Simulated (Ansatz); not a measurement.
The cell comes from COD entry 9004178, which wasn't checked; take it as a given geometry.

Input and log of a run on ZnO: DFT, LDA, all-electron LAPW, scalar-relativistic (Ansatz 0.2.0).

Command: `ansatz run input.yaml --threads 1 --pin off --max-ram 4096MiB --backend cpu --events-out ev --progress --plain --runs-dir out` The run took 93 s on 1 thread of Arm Neoverse V1, on a shared host, peak memory 0.41 GiB.

```yaml
crystal:
  lattice:
    - [3.2493987239, 0.0, 0.0]
    - [-1.6246993619, 2.8140618419, 0.0]
    - [0.0, 0.0, 5.2038]
  atoms:
    - { symbol: Zn, position: [0.3333333333, 0.6666666667, 0.0] }
    - { symbol: Zn, position: [0.6666666667, 0.3333333333, 0.5] }
    - { symbol: O, position: [0.3333333333, 0.6666666667, 0.3821] }
    - { symbol: O, position: [0.6666666667, 0.3333333333, 0.8821] }
kpoints:
  mp_grid: { grid: [8, 8, 5] }
  band_path:
    path:
      - [0.0, 0.0, 0.0]
      - [0.5, 0.0, 0.0]
      - [0.3333333333, 0.3333333333, 0.0]
      - [0.0, 0.0, 0.0]
      - [0.0, 0.0, 0.5]
      - [0.5, 0.0, 0.5]
      - [0.3333333333, 0.3333333333, 0.5]
      - [0.0, 0.0, 0.5]
      - [0.5, 0.0, 0.5]
    npoints: 14
scf:
  occupations: { method: fermi_dirac, width: 0.01 }
hamiltonian:
  xc: lda
  pseudopotentials: { kind: all_electron, lapw: { basis_error: 0.0005 } }
output:
  forces: true
  stress: true
  eigenvalues: true
  populations: true
  dos: { projected: true, de: 0.2, e_range: [-14, 8] }
```

What the program printed:

```
Zn: projections on atomic orbitals take those of the free atom 1s2 2s2 2p6 3s2 3p6 3d10 4s2, of charge +0.00 (hamiltonian.pseudopotentials.projection_atoms)
O: projections on atomic orbitals take those of the free atom 1s2 2s2 2p4, of charge +0.00 (hamiltonian.pseudopotentials.projection_atoms)
LAPW: plane waves up to 11.014 Å⁻¹, error target 5.0e-4 eV per atom; small_component_spin mean_spin; O in spheres of 0.888 Å, 8 of its electrons in bands, Dirac shells []; Zn in spheres of 1.086 Å, 20 of its electrons in bands, Dirac shells []
Engine: ansatz 0.2.0
Pseudopotentials: kind: all_electron
Pseudopotential: Zn, LAPW, valence charge 20, Koelling and Harmon's equation, gaussian nucleus
Pseudopotential: O, LAPW, valence charge 8, Koelling and Harmon's equation, gaussian nucleus
Functional definition: SPW92
  exchange = slater_x
  correlation = pw_c
Crystal: 4 atoms, lattice volume = 47.584 Å³
Basis set: ecut = 462.15750912358766 eV, 1087 PW (Γ), exchange–correlation at level 2
Bands: 34, of which v1, the nominal top of the filled ones, is band 28 counted from 1 (27 counted from 0)
Symmetry: 12 space group operations
Space group: P63mc (ITA 186), of the structure as read, at distance tolerance 3.6e-5 Å
k-points: 30 of 320 (time reversal used)
Non-local potential: Zn, projectors of the file, none
Non-local potential: O, projectors of the file, none
Initial density: superposition of atomic densities (chi_scale 0.1, normalization cell, long waves kept (reshape's long-wave potential 0.00 eV rms))
Initial wavefunctions: plane waves of lowest kinetic energy (no species holds an atomic orbital)
Functional: x = slater, c = lda
iter 1 solved again at ethr=1.20e-2 eV; its pass at ethr=1.00e-1 eV (dr2=6.74e0 eV) is discarded
SCF iter   1: F=—  HF=-101677.138525 eV  |F-HF|=—  |Δ(HF+E_count)|=         —  Δρ=1.08e-1  dr2=6.74e0  ethr=1.20e-2  ⟨swp⟩=2.0  Hψ=6453  notcnv=0
preconditioner: auto → Resta (q_TF=auto, 2.803 Å⁻¹)  ε∞=6.3  [insulator: Δε(μ)=1.603 eV  Ē_g=13.980 eV  σ=0.010 eV  W_gap=1.00  n_scr=22 (ndim 8)  ℏωp=32.3 eV  f_vac=0.042  D(μ)=0.00/eV (n_scr^D=0)  ε∞_Penn≈6.3]
iter 2 solved again at ethr=2.61e-4 eV; its pass at ethr=1.20e-2 eV (dr2=1.46e-1 eV) is discarded
SCF iter   2: F=—  HF=-101674.446480 eV  |F-HF|=—  |Δ(HF+E_count)|=    2.69e0  Δρ=2.27e-2  dr2=1.46e-1  ethr=2.61e-4  ⟨swp⟩=2.0  Hψ=5408  notcnv=0
SCF iter   3: F=—  HF=-101674.220927 eV  |F-HF|=—  |Δ(HF+E_count)|=   2.26e-1  Δρ=2.57e-2  dr2=4.35e-1  ethr=2.60e-4  ⟨swp⟩=3.0  Hψ=3369  notcnv=0
SCF iter   4: F=—  HF=-101674.198541 eV  |F-HF|=—  |Δ(HF+E_count)|=         —  Δρ=7.56e-3  dr2=3.53e-2  ethr=2.60e-4  ⟨swp⟩=2.9  Hψ=3207  notcnv=0
the basis was enlarged: its passes take 334.5 KiB over the memory plan, 1 of 1 planned eigensolver slots
SCF iter   5: F=—  HF=-101674.093104 eV  |F-HF|=—  |Δ(HF+E_count)|=   1.05e-1  Δρ=3.43e-3  dr2=3.15e-3  ethr=6.30e-5  ⟨swp⟩=3.0  Hψ=3208  notcnv=0
SCF iter   6: F=—  HF=-101674.091494 eV  |F-HF|=—  |Δ(HF+E_count)|=   1.61e-3  Δρ=1.14e-3  dr2=9.29e-4  ethr=5.63e-6  ⟨swp⟩=3.0  Hψ=3200  notcnv=0
SCF iter   7: F=—  HF=-101674.091342 eV  |F-HF|=—  |Δ(HF+E_count)|=   1.53e-4  Δρ=2.68e-4  dr2=4.93e-5  ethr=1.66e-6  ⟨swp⟩=2.0  Hψ=2910  notcnv=0
SCF iter   8: F=—  HF=-101674.091346 eV  |F-HF|=—  |Δ(HF+E_count)|=   4.47e-6  Δρ=3.26e-5  dr2=6.92e-7  ethr=8.80e-8  ⟨swp⟩=2.7  Hψ=2969  notcnv=0
SCF iter   9: F=-101674.091346 eV  HF=-101674.091346 eV  |F-HF|=9.49e-9  |Δ(HF+E_count)|=   1.20e-8  Δρ=6.74e-6  dr2=2.63e-8  ethr=1.23e-9  ⟨swp⟩=2.0  Hψ=2910  notcnv=0
SCF 1 converged in 9 iterations: F = -101674.091346 eV  dr2 = 2.63e-8
NSCF: frozen V_eff on 113 k-points
SCF converged after 9 iterations
Free energy (F): -101674.091346 eV
Harris-Foulkes:  -101674.091346 eV  (|F-HF|=9.49e-9)
Internal energy: -101674.091346 eV  (E = F + TS)
E sigma→0 (E₀):  -101674.091346 eV
Fermi energy:    9.004494 eV
--- Per-component energies (eV) ---
  E_band       = -3133.472506
  E_kinetic    = 103409.682591
  E_xc         = -4193.621179
  E_electrostatic = -200890.152758  (all electrons and nuclei)
  E_smearing   = -0.000000  (= −TS)
  E_closure    = 0.000000  (closes the sum)
  E_atoms      = -101652.898813  (free atoms, spherical and without spin; not in F)
  Σ components = -101674.091346   (vs F -101674.091346, Δ=0.00e0)
  Basis errors (estimates in eV, not in F): energy 2.1e-4 per atom: plane waves 1.9e-4 (1.2e-4 summed), levels above the bands 0.0e0, relativity 6.1e-9, radial functions 1.6e-5, core shells 1.5e-9; eigenvalues (radial functions only) 3.0e-6; not estimated: angular momenta, meshes, grids; target (lapw.basis_error) 5.0e-4; muffin-tin radii O 0.888 Å, Zn 1.086 Å
--- Forces (eV/Å), atoms counted from 1 ---
  atom   1  Zn    -0.00000000     0.00000000     0.04035488
  atom   2  Zn     0.00000000     0.00000000     0.04035488
  atom   3  O     -0.00000000    -0.00000000    -0.04036175
  atom   4  O      0.00000000     0.00000000    -0.04036175
  max |Σ_I F_I| component: 1.37e-5 eV/Å
--- Stress (GPa, compression-positive) ---
       -7.240379      -0.000000      -0.000000
       -0.000000      -7.240379      -0.000000
       -0.000000      -0.000000      -6.615995
  P = ⅓ Tr σ = -7.0323 GPa (-70.323 kbar)
--- Band table (eV; the first three rows and the last of 30) ---
  k-point 0: bands = ["-492.3512", "-492.3512", "-113.9774", "-113.9772", "-68.6377", "-68.6344", "-68.6264", "-68.6264", "-68.6257", "-68.6257", "-9.1679", "-8.3931", "2.8394", "2.8394", "2.9251", "2.9704", "3.0214", "3.0214", "4.0075", "4.0075", "4.2230", "4.2230", "4.5234", "7.8356", "7.8356", "8.5357", "8.6277", "8.6277", "9.3743", "13.6988", "16.7492", "21.2844", "21.2844", "22.5262"]
  k-point 1: bands = ["-492.3512", "-492.3512", "-113.9774", "-113.9772", "-68.6374", "-68.6347", "-68.6263", "-68.6263", "-68.6258", "-68.6258", "-9.0978", "-8.4711", "2.8074", "2.8481", "2.8481", "2.8521", "2.9945", "2.9945", "4.0357", "4.0357", "4.2110", "4.2110", "4.9683", "7.8131", "7.9127", "7.9127", "8.5538", "8.5538", "10.2188", "13.3923", "17.0253", "21.2653", "21.2933", "21.2933"]
  k-point 2: bands = ["-492.3512", "-492.3512", "-113.9773", "-113.9773", "-68.6366", "-68.6355", "-68.6261", "-68.6261", "-68.6260", "-68.6260", "-8.9106", "-8.6713", "2.6622", "2.7107", "2.8792", "2.8792", "2.9346", "2.9346", "4.1025", "4.1025", "4.1700", "4.1700", "5.8707", "6.8520", "8.1133", "8.1133", "8.3584", "8.3584", "11.4323", "12.5676", "17.8814", "19.3518", "21.4190", "21.4190"]
  k-point 29: bands = ["-492.3512", "-492.3512", "-113.9772", "-113.9772", "-68.6360", "-68.6359", "-68.6279", "-68.6277", "-68.6273", "-68.6271", "-8.2796", "-8.2482", "2.7531", "2.8023", "3.0584", "3.2165", "3.5520", "3.5537", "4.0485", "4.0747", "4.4628", "4.5090", "4.8183", "4.9207", "5.7566", "6.3197", "7.2332", "7.4302", "15.5818", "15.9281", "16.7391", "17.1640", "17.5177", "18.0587"]
--- Löwdin populations: 4 sites ---
  site symbol       q [e]
     0     Zn     28.5977
     1     Zn     28.5977
     2      O      9.2056
     3      O      9.2056
  spilling = 0.005176 (of n_electrons = 76.000000)
```
